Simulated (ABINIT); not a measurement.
# MoS2 in ABINIT: band structure with r2SCAN

Aim: the band structure of MoS2 with r2SCAN.

Program: ABINIT 10.8.3 (patched build). These are calculated values, not measurements. Logs are shortened: lines on timing, memory, paths and dates and some standing lists are left out, and cuts for length are marked. The log counts tension as positive stress, the text compression.

**1. Starting point**

The cell holds a slab with vacuum, 6 atoms: a = 3.185 Å, b = 3.185 Å, c = 21.671 Å, α = 90.00°, β = 90.00°, γ = 120.00°.

**2. Band structure, r2SCAN**

run.abi

```
# Datasets: ground state, then fixed potential
ndtset 2

# Pseudopotentials
pp_dirpath "./"
pseudos "Mo.GGA_PBE-JTH.xml, S.GGA_PBE-JTH.xml"

# Structure
acell 3*1.0
rprim
     6.0179111844     0.0000000000     0.0000000000
    -3.0089555922     5.2116639634     0.0000000000
     0.0000000000     0.0000000000    40.9513755950
ntypat 2
znucl 42 16
natom 6
typat 1 1 2 2 2 2
xcart
    -0.0000000002     1.8385958670    18.4450973165
     1.5922707282     0.9192979333     3.2254374035
     1.5922707282     0.9192979333    16.8948990826
    -0.0000000002     1.8385958670     1.6740704777
     1.5922707282     0.9192979333    19.9964642423
    -0.0000000002     1.8385958670     4.7756356374 Angstrom

# Plane-wave basis
ecut 24.0
pawecutdg 46.0

# Exchange and correlation
ixc -497498
usekden 1
pawxcdev 0

# Bands and occupations
occopt 3
tsmear 0.00183747

# SCF cycle
nstep 100

# Output
iomode 3
prtwf 0
prteig 0
prtebands 0
prtden1 1
prtkden1 1

# Dataset 1
kptopt1 1
ngkpt1 10 10 2
nshiftk1 1
shiftk1 0.0 0.0 0.0
nband1 32
tolvrs1 1.0e-7

# Dataset 2: bands along G-M-K-G-A-L-H-A
iscf2 -2
getden2 1
getkden2 1
nband2 38
nbdbuf2 4
tolwfr2 1.0e-11
kptopt2 -7
ndivsm2 6
prteig2 1
kptbounds2
     0.0000000000     0.0000000000     0.0000000000
     0.5000000000     0.0000000000     0.0000000000
     0.3333333333     0.3333333333     0.0000000000
     0.0000000000     0.0000000000     0.0000000000
     0.0000000000     0.0000000000     0.5000000000
     0.5000000000     0.0000000000     0.5000000000
     0.3333333333     0.3333333333     0.5000000000
     0.0000000000     0.0000000000     0.5000000000
```

Potentials or basis: JTH PAW PBE v2.0.

The run is started by

```
$ mpirun --bind-to none -np 4 abinit run.abi > log 2>&1
```

run.abo:

```text
.Version 10.8.3 of ABINIT
 DATASET    1 : space group P-3 m 1 (#164); Bravais hP (primitive hexag.)
================================================================================
 Values of the parameters that define the memory need for DATASET  1.
     intxc =       0    ionmov =       0      iscf =      17    lmnmax =      18
     lnmax =       6     mgfft =     192  mpssoang =       3    mqgrid =   12503
     natom =       6  nloc_mem =       2    nspden =       1   nspinor =       1
    nsppol =       1      nsym =      12    n1xccc =       1    ntypat =       2
    occopt =       3   xclevel =       2
       mpw =        7292          nfft =      172800          nkpt =          28
Pmy_natom=         2
 PAW method is used; the additional fine FFT grid is defined by:
   mgfftf=       256    nfftf =    409600
================================================================================
================================================================================

 DATASET    2 : space group P-3 m 1 (#164); Bravais hP (primitive hexag.)
================================================================================
 Values of the parameters that define the memory need for DATASET  2.
     intxc =       0    ionmov =       0      iscf =      -2    lmnmax =      18
     lnmax =       6     mgfft =     192  mpssoang =       3    mqgrid =   12503
     natom =       6  nloc_mem =       2    nspden =       1   nspinor =       1
    nsppol =       1      nsym =      12    n1xccc =       1    ntypat =       2
    occopt =       3   xclevel =       2
       mpw =        7327          nfft =      172800          nkpt =         263
Pmy_natom=         2
 PAW method is used; the additional fine FFT grid is defined by:
   mgfftf=       256    nfftf =    409600
================================================================================
================================================================================

--------------------------------------------------------------------------------
------------- Echo of variables that govern the present computation ------------
--------------------------------------------------------------------------------
 -outvars: echo values of preprocessed input variables --------
            acell      1.0000000000E+00  1.0000000000E+00  1.0000000000E+00 Bohr
              amu      9.59400000E+01  3.20660000E+01
             ecut      2.40000000E+01 Hartree
           getden1          0
           getden2          1
          getkden1          0
          getkden2          1
             iscf1         17
             iscf2         -2
                       outvar_i_n : Printing only first  50 k-points.
              ixc     -497498
           jdtset        1    2
[... 3813 lines left out ...]
- [  6.6667E-01,   3.3333E-01,   7.7963E-01,  S]
- [  3.3333E-01,   6.6667E-01,   7.7251E-02,  S]
- [  6.6667E-01,   3.3333E-01,   9.2275E-01,  S]
- [  3.3333E-01,   6.6667E-01,   2.2037E-01,  S]
cartesian_forces: null
force_length_stats: {min: null, max: null, mean: null, }
...

 Integrated electronic density in atomic spheres:
 ------------------------------------------------
 Atom  Sphere_radius  Integrated_density
    1        2.20740         11.26190215
    2        2.20740         11.26190215
    3        1.90380          3.60164554
    4        1.90380          3.59811059
    5        1.90380          3.59811060
    6        1.90380          3.60164555

================================================================================

 ----iterations are completed or convergence reached----

 Mean square residual over all n,k,spin=   56.681E-13; max=  99.959E-13
 reduced coordinates (array xred) for    6 atoms
       0.333333333669      0.666666667003      0.851160230577
       0.666666667003      0.333333333670      0.148839770101
       0.666666667003      0.333333333670      0.779625390529
       0.333333333669      0.666666667003      0.077251000054
       0.666666667003      0.333333333670      0.922749000624
       0.333333333669      0.666666667003      0.220374610149

 cartesian coordinates (angstrom) at end:
    1      0.00000000053442     1.83859586655745    18.44509731650000
    2      1.59227072746558     0.91929793374255     3.22543740350000
    3      1.59227072746558     0.91929793374255    16.89489908260000
    4      0.00000000053442     1.83859586655745     1.67407047770000
    5      1.59227072746558     0.91929793374255    19.99646424230000
    6      0.00000000053442     1.83859586655745     4.77563563740000
 length scales=  1.000000000000  1.000000000000  1.000000000000 bohr
              =  0.529177210544  0.529177210544  0.529177210544 angstroms
 Eigenvalues (hartree) for nkpt= 263  k points:
 kpt#   1, nband= 38, wtk=  1.00000, kpt=  0.0000  0.0000  0.0000 (reduced coord)
  -2.25372   -2.25372   -1.27574   -1.27573   -1.26819   -1.26819   -1.26819   -1.26819
  -0.48913   -0.48650   -0.43797   -0.43349   -0.16551   -0.15251   -0.04697   -0.04697
  -0.04685   -0.04685   -0.02648   -0.00468   -0.00468   -0.00426   -0.00426    0.00362
   0.05284    0.07098    0.16426    0.16426    0.16457    0.16457    0.17303    0.17303
   0.17467    0.17467    0.27682    0.29120    0.30356    0.30900
 kpt#   2, nband= 38, wtk=  1.00000, kpt=  0.0106  0.0000  0.0000 (reduced coord)
  -2.25372   -2.25372   -1.27573   -1.27573   -1.26820   -1.26820   -1.26819   -1.26819
  -0.48907   -0.48644   -0.43795   -0.43347   -0.16544   -0.15244   -0.04712   -0.04699
  -0.04691   -0.04678   -0.02682   -0.00562   -0.00479   -0.00436   -0.00400    0.00446
   0.05283    0.07092    0.16418    0.16438    0.16448    0.16469    0.17289    0.17296
   0.17446    0.17459    0.27692    0.29134    0.30386    0.30926
 kpt#   3, nband= 38, wtk=  1.00000, kpt=  0.0213  0.0000  0.0000 (reduced coord)
  -2.25371   -2.25371   -1.27572   -1.27572   -1.26825   -1.26825   -1.26820   -1.26820
  -0.48888   -0.48624   -0.43787   -0.43340   -0.16522   -0.15222   -0.04756   -0.04743
  -0.04671   -0.04658   -0.02779   -0.00778   -0.00511   -0.00468   -0.00328    0.00632
   0.05278    0.07072    0.16394    0.16420    0.16472    0.16506    0.17245    0.17272
[... 1544 lines left out ...]
  -2.25371   -2.25371   -1.27572   -1.27572   -1.26825   -1.26825   -1.26820   -1.26820
  -0.48887   -0.48624   -0.43787   -0.43340   -0.16521   -0.15221   -0.04756   -0.04744
  -0.04670   -0.04658   -0.02780   -0.00781   -0.00512   -0.00469   -0.00326    0.00634
   0.05278    0.07072    0.16394    0.16417    0.16475    0.16506    0.17245    0.17271
   0.17385    0.17437    0.27756    0.29053    0.30705    0.30877
 kpt# 262, nband= 38, wtk=  1.00000, kpt=  0.0062  0.0062  0.5000 (reduced coord)
  -2.25372   -2.25372   -1.27573   -1.27573   -1.26820   -1.26820   -1.26819   -1.26819
  -0.48907   -0.48644   -0.43795   -0.43347   -0.16544   -0.15244   -0.04712   -0.04700
  -0.04690   -0.04678   -0.02682   -0.00563   -0.00479   -0.00436   -0.00400    0.00447
   0.05283    0.07092    0.16418    0.16437    0.16448    0.16469    0.17289    0.17296
   0.17446    0.17459    0.27727    0.29007    0.30614    0.30800
 kpt# 263, nband= 38, wtk=  1.00000, kpt=  0.0000  0.0000  0.5000 (reduced coord)
  -2.25372   -2.25372   -1.27573   -1.27573   -1.26819   -1.26819   -1.26819   -1.26819
  -0.48913   -0.48650   -0.43797   -0.43349   -0.16551   -0.15251   -0.04697   -0.04697
  -0.04685   -0.04685   -0.02648   -0.00468   -0.00468   -0.00426   -0.00426    0.00363
   0.05285    0.07098    0.16426    0.16426    0.16457    0.16457    0.
```

It took 20 min on 4 MPI ranks of Intel Xeon 6975P-C (Granite Rapids), shared host; peak memory 2 GiB.

What came out:

* Free energy: -3850.2853 eV
* Largest force: 0.092 eV/Å
* Band gap on the k mesh: 1.47 eV, indirect (least direct gap 2.01 eV)
* Band gap along the path: 1.34 eV, indirect (least direct gap 1.75 eV)
* Valence electrons inside the program's atomic spheres: Mo 11.26; S 3.60

Forces in eV/Å, atoms in the order of the input:
```
Mo   0.000  0.000  0.012
Mo   0.000  0.000 -0.012
S    0.000  0.000 -0.092
S    0.000  0.000 -0.068
S    0.000  0.000  0.068
S    0.000  0.000  0.092
```

Levels at the corners of the path, in eV from the valence-band top:
| point | band 23 | band 24 | band 25 | band 26 | band 27 | band 28 | band 29 | band 30 |
| --- | --- | --- | --- | --- | --- | --- | --- | --- |
| Γ | -2.05 | -1.83 | -0.49 | 0.00 | 2.54 | 2.54 | 2.55 | 2.55 |
| M | -1.54 | -1.49 | -1.06 | -1.03 | 1.96 | 1.97 | 2.45 | 2.54 |
| K | -2.64 | -2.64 | -0.46 | -0.41 | 1.34 | 1.34 | 2.72 | 3.08 |
| Γ | -2.05 | -1.83 | -0.49 | 0.00 | 2.54 | 2.54 | 2.55 | 2.55 |
| A | -2.05 | -1.83 | -0.49 | 0.00 | 2.54 | 2.54 | 2.55 | 2.55 |
| L | -1.54 | -1.49 | -1.06 | -1.03 | 1.96 | 1.97 | 2.45 | 2.54 |
| H | -2.64 | -2.64 | -0.46 | -0.41 | 1.34 | 1.34 | 2.72 | 3.08 |
| A | -2.05 | -1.83 | -0.49 | 0.00 | 2.54 | 2.54 | 2.55 | 2.55 |

Caveat: meta-GGAs are numerically delicate in the vacuum of a slab; totals of a meta-GGA on PAW files have another zero than those of a GGA; the PAW data sets were made with another functional, which shifts forces and pressure a little.
